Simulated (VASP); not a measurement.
A run of VASP 6.6.1 is set up as follows.

The input run.py:

```python
from ase.calculators.vasp import Vasp
from ase.dft.bandgap import bandgap
from ase.io import read

atoms = read('POSCAR')
calc = Vasp(
    directory='calc',
    xc='lda',
    pp='LDA',
    setups='minimal',
    prec='Accurate',
    encut=500,
    ediff=1e-06,
    ismear=0,
    sigma=0.02,
    lreal=False,
    lasph=True,
    nelm=100,
    algo='Normal',
    isif=2,
    lwave=False,
    lcharg=False,
    kpts=[10, 10, 10],
    gamma=True,
    nbands=12,
)
atoms.calc = calc

print('energy (eV):', atoms.get_potential_energy())
print('free energy (eV):', atoms.get_potential_energy(force_consistent=True))
print('forces (eV/A):')
print(atoms.get_forces())
print('stress (eV/A^3, Voigt):', atoms.get_stress())
print('Fermi level (eV):', calc.get_fermi_level())
gap, top, bottom = bandgap(calc)
print('band gap (eV):', gap, 'from (spin, k, band)', top, 'to', bottom)
```

File POSCAR:

```
Hg
1.0
   -1.8767364354      1.8767364354      1.9168448550
    1.8767364354     -1.8767364354      1.9168448550
    1.8767364354      1.8767364354     -1.9168448550
Hg
1
Direct
    0.5000000000      0.5000000000      0.0000000000
```

Potentials or basis: VASP PAW LDA potentials, release 64 (Hg).

The run is started by

```sh
$ python run.py
```

Task: Predict the band gap on the k mesh.

Result: None (metal or under the smearing width).

Task: Estimate the pressure.

Result: -4.0 GPa.

Stress tensor (GPa, compression positive):
```
-4.07  0.00  0.00
 0.00 -4.07  0.00
 0.00  0.00 -3.95
```

The run has no spin-orbit coupling, so splittings on Hg are missing.
